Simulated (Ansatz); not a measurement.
Rh (Fm-3m), trigonal deformation path

Computed with DFT PBE, scalar-relativistic, plane waves, PAW in Ansatz 0.2.0. Settings: plane waves to 420 eV, k-mesh 24×24×24 (Γ-centred), Gaussian smearing 0.15 eV. No spin polarisation. Energies are free energies at this smearing, counted from the undisturbed cell; pressure is positive in compression.

Reference structure (as given, not relaxed at this level; it stands at 5.8 GPa):

```
CELL_PARAMETERS angstrom
0.00000 1.90155 1.90155
1.90155 0.00000 1.90155
1.90155 1.90155 0.00000
ATOMIC_POSITIONS crystal
Rh 0.00000 0.00000 0.00000
```

At fixed volume and fractional coordinates, lengths along (0.577, 0.577, 0.577) are scaled against those across it; ρ is that ratio over its starting value. The cell is metallic on the mesh throughout. At ρ = 0.500 the cell becomes cubic (Pm-3m), and there the slope of the energy vanishes by symmetry.

```json
{"ρ": "0.500", "ΔE (meV/atom)": "1109.5"}
{"ρ": "0.600", "ΔE (meV/atom)": "1098.1"}
{"ρ": "0.710", "ΔE (meV/atom)": "948.8"}
{"ρ": "0.850", "ΔE (meV/atom)": "286.4"}
{"ρ": "0.930", "ΔE (meV/atom)": "60.1"}
{"ρ": "1.000", "ΔE (meV/atom)": "0.0"}
{"ρ": "1.080", "ΔE (meV/atom)": "67.4"}
{"ρ": "1.200", "ΔE (meV/atom)": "360.8"}
{"ρ": "1.410", "ΔE (meV/atom)": "1195.9"}
{"ρ": "1.700", "ΔE (meV/atom)": "2894.9"}
{"ρ": "2.000", "ΔE (meV/atom)": "5261.9"}
```